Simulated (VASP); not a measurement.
# CdTe: zone-centre modes, functional by functional, part 2 of 3

How much do the zone-centre frequencies of CdTe depend on the functional? The starting structure is a measured crystal structure from the Crystallography Open Database.

VASP 6.6.1.

Results so far: LDA T2 149.2 cm⁻¹.

**3. Modes with LDA at the measured cell**

Level of this step: LDA; plane waves and PAW (Te, Cd) (VASP).

A relaxation of the atoms in the fixed cell, not shown, had nothing to move.

The input, INCAR:

```
SYSTEM = CdTe
PREC = Accurate
ENCUT = 450
EDIFF = 1E-08
NELM = 100
ISMEAR = 0
SIGMA = 0.03
LREAL = .FALSE.
ALGO = Normal
GGA = CA
NBANDS = 15
LORBIT = 11
LWAVE = .FALSE.
LCHARG = .FALSE.
KPAR = 2
IBRION = 8
LEPSILON = .TRUE.
ISIF = 2
```

The input, POSCAR:

```
CdTe
1.0
    0.0000000000      3.2400000000      3.2400000000
    3.2400000000      0.0000000000      3.2400000000
    3.2400000000      3.2400000000      0.0000000000
Te Cd
1 1
Direct
    0.7500000000      0.7500000000      0.7500000000
    0.0000000000      0.0000000000      0.0000000000
```

The input, KPOINTS:

```
Automatic mesh
0
Gamma
6 6 6
0 0 0
```

The projector-augmented-wave data sets are Te and Cd (LDA family, release 64).

On the command line:

```console
mpirun -np 2 vasp_std
```

The program printed:

```text
[... set-up lines as in an earlier step ...]
 entering main loop
       N       E                     dE             d eps       ncg     rms          rms(c)
DAV:   1     0.959121258774E+02    0.95912E+02   -0.79553E+03   496   0.933E+02
DAV:   2    -0.281081499689E+01   -0.98723E+02   -0.94770E+02   564   0.241E+02
DAV:   3    -0.624977952498E+01   -0.34390E+01   -0.34326E+01   578   0.479E+01
DAV:   4    -0.628156155670E+01   -0.31782E-01   -0.31781E-01   741   0.402E+00
[...]
DAV:  12    -0.603735395341E+01    0.90838E-06   -0.19233E-06   529   0.103E-02    0.158E-02
DAV:  13    -0.603735390303E+01    0.50380E-07   -0.46213E-07   578   0.295E-03    0.338E-03
DAV:  14    -0.603735389312E+01    0.99039E-08   -0.60520E-08   627   0.277E-03
   1 F= -.60373539E+01 E0= -.60373539E+01  d E =-.128554E-21
 Linear response reoptimize wavefunctions to high precision
DAV:   1    -0.603735389209E+01    0.10352E-08   -0.73055E-09   557   0.696E-04
DAV:   2    -0.603735389205E+01    0.33424E-10   -0.16811E-10   317   0.955E-05
 Linear response G [H, r] |phi>, progress :
  Direction:   1
[...]
RMM:  12    -0.497161482938E-01    0.26616E-08    0.52784E-09  1583   0.343E-06    0.184E-07
 first order change of Fermi-energy   0.47283E-03
 force on displaced ion       1 direction 1 :  -4.395   0.000   0.000
 Born effective charge ion    1 direction 1 :  -2.761   0.000   0.000
 Linear response progress:
  Degree of freedom:   2/  2
       N       E                     dE             d eps       ncg     rms          rms(c)
RMM:   1    -0.432896516455E+00   -0.43290E+00   -0.22616E-01  2283   0.328E+00
RMM:   2    -0.433001813138E+00   -0.10530E-03   -0.21259E-03  2102   0.348E-01    0.979E-02
RMM:   3    -0.432654438513E+00    0.34737E-03   -0.40845E-05  2270   0.455E-02    0.566E-02
RMM:   4    -0.432260386652E+00    0.39405E-03   -0.23902E-05  2049   0.293E-02    0.726E-03
[...]
RMM:  10    -0.432285543401E+00   -0.96261E-07   -0.17950E-09  2351   0.268E-05    0.241E-06
RMM:  11    -0.432285520574E+00    0.22826E-07    0.56543E-09  2390   0.983E-06    0.794E-07
RMM:  12    -0.432285514546E+00    0.60288E-08    0.15488E-09  1574   0.707E-06    0.410E-07
 first order change of Fermi-energy  -0.11106E-03
 force on displaced ion       2 direction 1 :  -4.440   0.000   0.000
 Born effective charge ion    2 direction 1 :   2.398   0.000   0.000
 Born effective charges drift removed
 Linear response finished
```

The job ended after 2.3 min (2 MPI ranks of AMD EPYC 7R43, shared host; peak memory 0.43 GiB).

OUTCAR, selected parts (step 3):

```text
  Total       -0.5361710     -0.5361710     -0.5361710      0.0000000      0.0000000     -0.0000000
  in kB      -12.6284169    -12.6284169    -12.6284169      0.0000000      0.0000000     -0.0000000
  external PRESSURE =     -12.6284169 kB  Pullay stress =       0.0000000 kB

 POSITION                                       TOTAL-FORCE (eV/Angst)
 -----------------------------------------------------------------------------------
      4.86000      4.86000      4.86000        -0.000000     -0.000000      0.000000
      0.00000      0.00000      0.00000         0.000000      0.000000     -0.000000
 -----------------------------------------------------------------------------------
    total drift:                                0.000000      0.000000      0.000000

 MACROSCOPIC STATIC DIELECTRIC TENSOR (including local field effects in DFT)
 ------------------------------------------------------
          22.321623     0.000000    -0.000000
          -0.000000    22.321623     0.000000
           0.000000    -0.000000    22.321623
 ------------------------------------------------------

 MACROSCOPIC STATIC DIELECTRIC TENSOR IONIC CONTRIBUTION
 ------------------------------------------------------
           4.010018     0.000000    -0.000000
           0.000000     4.010018     0.000000
          -0.000000     0.000000     4.010018
 ------------------------------------------------------

[... 1 part as in an earlier step ...]

[... 1 further part left out ...]
```

With LDA at the measured cell the mode is T2 141.8 cm⁻¹, -7.4 cm⁻¹ from LDA.

**4. Modes with PBEsol**

PBEsol restores the gradient expansion of exchange and is tuned for the cells of solids. The cell comes from a relaxation at this level, not shown (68.45 Å³).

Edit INCAR of step 3 so:

```diff
@@ -9,3 +9,3 @@
 ALGO = Normal
-GGA = CA
+GGA = PS
 NBANDS = 15
```

The input, POSCAR:

```
CdTe
1.0
    0.0000000000      3.2467769139      3.2467769139
    3.2467769139      0.0000000000      3.2467769139
    3.2467769139      3.2467769139      0.0000000000
Te Cd
1 1
Direct
    0.7500000000      0.7500000000      0.7500000000
    0.0000000000      0.0000000000      0.0000000000
```

KPOINTS is that of step 3.

Potentials, in the order of the species: Te and Cd (PBE family, release 64).

On the command line:

```console
mpirun -np 2 vasp_std
```

The program printed:

```text
[banner, memory and clock lines left out]
running    2 mpi-ranks, on    1 nodes
[...]
|                                                                             |
|               ----> ADVICE to this user running VASP <----                  |
|                                                                             |
|     You enforced a specific xc type in the INCAR file but a different       |
|     [... a line on the potential file left out ...]
|     I HOPE YOU KNOW WHAT YOU ARE DOING!                                     |
|                                                                             |

 LDA part: xc-table for (Slater+PW92), standard interpolation
 POSCAR, INCAR and KPOINTS ok, starting setup
[...]
entering main loop
       N       E                     dE             d eps       ncg     rms          rms(c)
DAV:   1     0.947187990169E+02    0.94719E+02   -0.78482E+03   480   0.927E+02
DAV:   2    -0.242927856247E+01   -0.97148E+02   -0.93743E+02   578   0.238E+02
[...]
RMM:  12    -0.488491255956E-01   -0.16956E-08   -0.59693E-10  1548   0.145E-06    0.962E-07
 first order change of Fermi-energy   0.43996E-03
 force on displaced ion       1 direction 1 :  -4.432  -0.000  -0.000
 Born effective charge ion    1 direction 1 :  -2.656   0.000   0.000
 Linear response progress:
  Degree of freedom:   2/  2
       N       E                     dE             d eps       ncg     rms          rms(c)
RMM:   1    -0.432489397026E+00   -0.43249E+00   -0.23171E-01  2284   0.330E+00
RMM:   2    -0.432610574238E+00   -0.12118E-03   -0.21129E-03  2103   0.345E-01    0.944E-02
RMM:   3    -0.432226545521E+00    0.38403E-03   -0.37521E-05  2266   0.436E-02    0.550E-02
RMM:   4    -0.431767240808E+00    0.45930E-03   -0.23930E-05  2028   0.299E-02    0.627E-03
[...]
RMM:  10    -0.431787170850E+00   -0.99408E-07    0.92133E-09  2404   0.340E-05    0.528E-06
RMM:  11    -0.431787151699E+00    0.19152E-07    0.21035E-08  2387   0.125E-05    0.251E-06
RMM:  12    -0.431787153480E+00   -0.17809E-08    0.23214E-09  2302   0.444E-06    0.806E-07
 first order change of Fermi-energy  -0.64627E-04
 force on displaced ion       2 direction 1 :  -4.458  -0.000  -0.000
 Born effective charge ion    2 direction 1 :   2.343   0.000   0.000
 Born effective charges drift removed
 Linear response finished
```

Run time: 2.6 min. Hardware: 2 MPI ranks; peak memory 0.48 GiB.

Parts of OUTCAR (step 4):

```text
  Total        0.0039609      0.0039609      0.0039609      0.0000000     -0.0000000      0.0000000
  in kB        0.0927068      0.0927068      0.0927068      0.0000000     -0.0000000      0.0000000
  external PRESSURE =       0.0927068 kB  Pullay stress =       0.0000000 kB

 POSITION                                       TOTAL-FORCE (eV/Angst)
 -----------------------------------------------------------------------------------
      4.87017      4.87017      4.87017         0.000000      0.000000      0.000000
      0.00000      0.00000      0.00000        -0.000000     -0.000000     -0.000000
 -----------------------------------------------------------------------------------
    total drift:                                0.000001      0.000001      0.000001

 MACROSCOPIC STATIC DIELECTRIC TENSOR (including local field effects in DFT)
 ------------------------------------------------------
          17.222059     0.000000     0.000000
           0.000000    17.222059    -0.000000
           0.000000    -0.000000    17.222059
 ------------------------------------------------------

 MACROSCOPIC STATIC DIELECTRIC TENSOR IONIC CONTRIBUTION
 ------------------------------------------------------
           3.720011     0.000000     0.000000
           0.000000     3.720011     0.000000
           0.000000     0.000000     3.720011
 ------------------------------------------------------

[... 1 part as in an earlier step ...]

[... 1 further part left out ...]
```

With PBEsol the mode is T2 142.2 cm⁻¹, -7.0 cm⁻¹ from LDA.

**5. Modes with PBE**

PBE, the usual starting point, adds the gradient of the density. The cell comes from a relaxation at this level, not shown (72.52 Å³).

Edit INCAR of step 4 so:

```diff
@@ -9,3 +9,3 @@
 ALGO = Normal
-GGA = PS
+GGA = PE
 NBANDS = 15
```

The input, POSCAR:

```
CdTe
1.0
    0.0000000000      3.3098846349      3.3098846349
    3.3098846349      0.0000000000      3.3098846349
    3.3098846349      3.3098846349      0.0000000000
Te Cd
1 1
Direct
    0.7500000000      0.7500000000      0.7500000000
    0.0000000000      0.0000000000      0.0000000000
```

KPOINTS is that of step 4.

On the command line:

```console
mpirun -np 2 vasp_std
```

The program printed:

```text
[banner, memory and clock lines left out]
running    2 mpi-ranks, on    1 nodes
[...]
LDA part: xc-table for (Slater+PW92), standard interpolation
 POSCAR, INCAR and KPOINTS ok, starting setup
[...]
entering main loop
       N       E                     dE             d eps       ncg     rms          rms(c)
DAV:   1     0.952806441773E+02    0.95281E+02   -0.77000E+03   480   0.923E+02
DAV:   2    -0.145499698853E+01   -0.96736E+02   -0.92410E+02   550   0.231E+02
DAV:   3    -0.500894867583E+01   -0.35540E+01   -0.35489E+01   585   0.480E+01
DAV:   4    -0.504319209008E+01   -0.34243E-01   -0.34242E-01   692   0.402E+00
[...]
DAV:  15    -0.480586858563E+01   -0.33971E-07   -0.53492E-08   627   0.194E-03    0.296E-03
DAV:  16    -0.480586871580E+01   -0.13017E-06   -0.16940E-08   503   0.672E-04    0.230E-04
DAV:  17    -0.480586870905E+01    0.67455E-08   -0.91818E-10   310   0.243E-04
   1 F= -.48058687E+01 E0= -.48058687E+01  d E =-.379133E-15
 Linear response reoptimize wavefunctions to high precision
[...]
RMM:  12    -0.491701294003E-01   -0.12620E-08   -0.10565E-10  1752   0.180E-06    0.111E-06
 first order change of Fermi-energy   0.44872E-03
 force on displaced ion       1 direction 1 :  -3.779  -0.000  -0.000
 Born effective charge ion    1 direction 1 :  -2.768   0.000   0.000
 Linear response progress:
  Degree of freedom:   2/  2
       N       E                     dE             d eps       ncg     rms          rms(c)
RMM:   1    -0.433943425212E+00   -0.43394E+00   -0.23786E-01  2313   0.329E+00
RMM:   2    -0.434151614910E+00   -0.20819E-03   -0.21222E-03  2104   0.345E-01    0.913E-02
RMM:   3    -0.433719880784E+00    0.43173E-03   -0.46760E-05  2266   0.504E-02    0.523E-02
RMM:   4    -0.433192729047E+00    0.52715E-03   -0.27322E-05  2258   0.329E-02    0.704E-03
[...]
RMM:   9    -0.433192268902E+00    0.31750E-06   -0.71534E-10  2380   0.887E-05    0.107E-05
RMM:  10    -0.433192295751E+00   -0.26848E-07   -0.21759E-09  2365   0.220E-05    0.732E-06
RMM:  11    -0.433192304632E+00   -0.88814E-08   -0.48517E-09  2365   0.106E-05    0.115E-06
 first order change of Fermi-energy  -0.71066E-04
 force on displaced ion       2 direction 1 :  -3.776   0.000   0.000
 Born effective charge ion    2 direction 1 :   2.477   0.000   0.000
 Born effective charges drift removed
 Linear response finished
```

The job ended after 2.7 min (2 MPI ranks; peak memory 0.5 GiB; 5.3 min of CPU time).

Parts of OUTCAR (step 5):

```text
  Total        0.0018240      0.0018240      0.0018240      0.0000000      0.0000000      0.0000000
  in kB        0.0402967      0.0402967      0.0402967      0.0000000      0.0000000      0.0000000
  external PRESSURE =       0.0402967 kB  Pullay stress =       0.0000000 kB

 POSITION                                       TOTAL-FORCE (eV/Angst)
 -----------------------------------------------------------------------------------
      4.96483      4.96483      4.96483        -0.000000     -0.000000     -0.000000
      0.00000      0.00000      0.00000         0.000000      0.000000      0.000000
 -----------------------------------------------------------------------------------
    total drift:                                0.000001      0.000001      0.000001

 MACROSCOPIC STATIC DIELECTRIC TENSOR (including local field effects in DFT)
 ------------------------------------------------------
          18.811579     0.000000     0.000000
           0.000000    18.811579    -0.000000
           0.000000     0.000000    18.811579
 ------------------------------------------------------

 MACROSCOPIC STATIC DIELECTRIC TENSOR IONIC CONTRIBUTION
 ------------------------------------------------------
           4.545426     0.000000     0.000000
           0.000000     4.545426     0.000000
           0.000000     0.000000     4.545426
 ------------------------------------------------------

[... 1 part as in an earlier step ...]

[... 1 further part left out ...]
```

With PBE the mode is T2 131.1 cm⁻¹, -18.1 cm⁻¹ from LDA.

**6. Modes with PBEsol + D3(BJ)**

D3 with Becke-Johnson damping keeps a finite attraction at short range. The cell comes from a relaxation at this level, not shown (66.02 Å³).

Edit INCAR of step 5 so:

```diff
@@ -9,3 +9,4 @@
 ALGO = Normal
-GGA = PE
+GGA = PS
+IVDW = 12
 NBANDS = 15
@@ -15,4 +16,6 @@
 KPAR = 2
-IBRION = 8
-LEPSILON = .TRUE.
+IBRION = 6
+NFREE = 2
+POTIM = 0.015
+NSW = 1
 ISIF = 2
```

The input, POSCAR:

```
CdTe
1.0
    0.0000000000      3.2078833395      3.2078833395
    3.2078833395      0.0000000000      3.2078833395
    3.2078833395      3.2078833395      0.0000000000
Te Cd
1 1
Direct
    0.7500000000      0.7500000000      0.7500000000
    0.0000000000      0.0000000000      0.0000000000
```

KPOINTS is that of step 5.

On the command line:

```console
mpirun -np 2 vasp_std
```

The program printed:

```text
[banner, memory and clock lines left out]
running    2 mpi-ranks, on    1 nodes
[...]
[... a notice as in an earlier step ...]

 LDA part: xc-table for (Slater+PW92), standard interpolation
 POSCAR, INCAR and KPOINTS ok, starting setup
[...]
entering main loop
       N       E                     dE             d eps       ncg     rms          rms(c)
DAV:   1     0.932663943823E+02    0.93266E+02   -0.78022E+03   480   0.935E+02
DAV:   2    -0.234424118653E+01   -0.95611E+02   -0.91705E+02   543   0.239E+02
DAV:   3    -0.569667537932E+01   -0.33524E+01   -0.33476E+01   592   0.473E+01
DAV:   4    -0.572723067767E+01   -0.30555E-01   -0.30554E-01   713   0.380E+00
[...]
DAV:  16    -0.546917560410E+01   -0.33968E-07   -0.23416E-09   289   0.302E-04    0.166E-03
DAV:  17    -0.546917562789E+01   -0.23784E-07   -0.25607E-09   352   0.403E-04    0.408E-04
DAV:  18    -0.546917563124E+01   -0.33472E-08   -0.32412E-10   282   0.108E-04
   1 F= -.61606931E+01 E0= -.61606931E+01  d E =-.813572E-14
[... from here on, the cycles between the ionic steps are left out ...]
   2 F= -.61601251E+01 E0= -.61601251E+01  d E =-.121886E-12
   3 F= -.61601252E+01 E0= -.61601252E+01  d E =-.121824E-12
   4 F= -.61601206E+01 E0= -.61601206E+01  d E =-.121666E-12
   5 F= -.61601206E+01 E0= -.61601206E+01  d E =-.121943E-12
 Finite differences progress:
  Degree of freedom:   2/  2
  Displacement:        2/  2
  Total:               4/  4
```

The job ended after 41 s (2 MPI ranks; peak memory 0.39 GiB; 81 s of CPU time).

OUTCAR, selected parts (step 6):

```text
 Edisp (eV)   -0.69152

 Edisp (eV)   -0.69152

  Total      -0.01109    -0.00897    -0.00897     0.00000     0.10616     0.00000
  in kB      -0.26923    -0.21764    -0.21764     0.00000     2.57614     0.00000
  external pressure =       -0.23 kB  Pullay stress =        0.00 kB

 POSITION                                       TOTAL-FORCE (eV/Angst)
 -----------------------------------------------------------------------------------
      4.81183      4.81183      4.81183        -0.075899      0.000000      0.000000
     -0.01500      0.00000      0.00000         0.075899      0.000000      0.000000
 -----------------------------------------------------------------------------------
    total drift:                                0.000425      0.000000      0.000000

  FREE ENERGIE OF THE ION-ELECTRON SYSTEM (eV)
  ---------------------------------------------------
  free  energy   TOTEN  =        -6.1601205790 eV

  energy  without entropy=       -6.1601205790  energy(sigma->0) =       -6.16012058

[... 1 part as in an earlier step ...]

[... 2 further parts left out ...]
[key lines of the parts left out:]
E-fermi :   2.6434
```

The last energy, forces and stress in OUTCAR belong to the last displaced cell, not to that of POSCAR.

With PBEsol + D3(BJ) the mode is T2 151.7 cm⁻¹, +2.5 cm⁻¹ from LDA.

**7. Modes with r2SCAN**

r2SCAN adds the kinetic-energy density, costs more than a GGA and is run with LASPH. The cell comes from a relaxation at this level, not shown (70.52 Å³).

Edit INCAR of step 6 so:

```diff
@@ -9,4 +9,4 @@
 ALGO = Normal
-GGA = PS
-IVDW = 12
+METAGGA = R2SCAN
+LASPH = .TRUE.
 NBANDS = 15
```

The input, POSCAR:

```
CdTe
1.0
    0.0000000000      3.2791795391      3.2791795391
    3.2791795391      0.0000000000      3.2791795391
    3.2791795391      3.2791795391      0.0000000000
Te Cd
1 1
Direct
    0.7500000000      0.7500000000      0.7500000000
    0.0000000000      0.0000000000      0.0000000000
```

KPOINTS is that of step 6.

On the command line:

```console
mpirun -np 2 vasp_std
```

The program printed:

```text
[banner, memory and clock lines left out]
running    2 mpi-ranks, on    1 nodes
[...]
[... a notice as in an earlier step ...]

 LDA part: xc-table for (None), standard interpolation
 POSCAR, INCAR and KPOINTS ok, starting setup
[...]
entering main loop
       N       E                     dE             d eps       ncg     rms          rms(c)
DAV:   1     0.515186783612E+02    0.51519E+02   -0.77554E+03   488   0.942E+02
DAV:   2    -0.475924286793E+02   -0.99111E+02   -0.93948E+02   592   0.241E+02
DAV:   3    -0.511929608271E+02   -0.36005E+01   -0.35964E+01   557   0.487E+01
DAV:   4    -0.512208529251E+02   -0.27892E-01   -0.27891E-01   722   0.393E+00
[...]
DAV:  17    -0.466404549188E+02   -0.71551E-07   -0.79945E-09   303   0.842E-04    0.417E-04
DAV:  18    -0.466404549068E+02    0.12031E-07   -0.18975E-09   282   0.545E-04    0.724E-05
DAV:  19    -0.466404549071E+02   -0.36903E-09   -0.32983E-10   268   0.120E-04
   1 F= -.46640455E+02 E0= -.46640455E+02  d E =-.108164E-18
[... from here on, the cycles between the ionic steps are left out ...]
   2 F= -.46639992E+02 E0= -.46639992E+02  d E =-.315099E-17
   3 F= -.46639992E+02 E0= -.46639992E+02  d E =-.314705E-17
   4 F= -.46639994E+02 E0= -.46639994E+02  d E =-.319794E-17
   5 F= -.46639993E+02 E0= -.46639993E+02  d E =-.313706E-17
 Finite differences progress:
  Degree of freedom:   2/  2
  Displacement:        2/  2
  Total:               4/  4
```

Wall time 3.3 min (2 MPI ranks); peak memory 0.4 GiB.

OUTCAR, selected parts (step 7):

```text
  Total        0.0030223      0.0044344      0.0044344      0.0000000      0.0805057      0.0000000
  in kB        0.0686626      0.1007441      0.1007441      0.0000000      1.8289915      0.0000000
  external PRESSURE =       0.0900503 kB  Pullay stress =       0.0000000 kB

 POSITION                                       TOTAL-FORCE (eV/Angst)
 -----------------------------------------------------------------------------------
      4.91877      4.91877      4.91877        -0.061719      0.000000      0.000000
     -0.01500      0.00000      0.00000         0.061719     -0.000000     -0.000000
 -----------------------------------------------------------------------------------
    total drift:                               -0.000419      0.000001      0.000001

  FREE ENERGIE OF THE ION-ELECTRON SYSTEM (eV)
  ---------------------------------------------------
  free  energy   TOTEN  =       -46.6399931672 eV

  energy  without entropy=      -46.6399931672  energy(sigma->0) =      -46.63999317

[... 1 part as in an earlier step ...]

[... 2 further parts left out ...]
[key lines of the parts left out:]
E-fermi :   1.9620
```

With r2SCAN the mode is T2 137.3 cm⁻¹, -11.9 cm⁻¹ from LDA.

(Continued in part 3 of 3.)

[Lines on the potential files, build, host, timing and source positions are cut from VASP's logs without a mark.]

[Logs are printed without paths, hosts, clocks, repeated set-up lines and the standing remarks that a program may print on its own settings, such as how far it seeks lower states.]

[Hosts, paths, dates, database ids (printed as entryN), source tags and the programs' standing remarks are cut or masked in the printed files.]
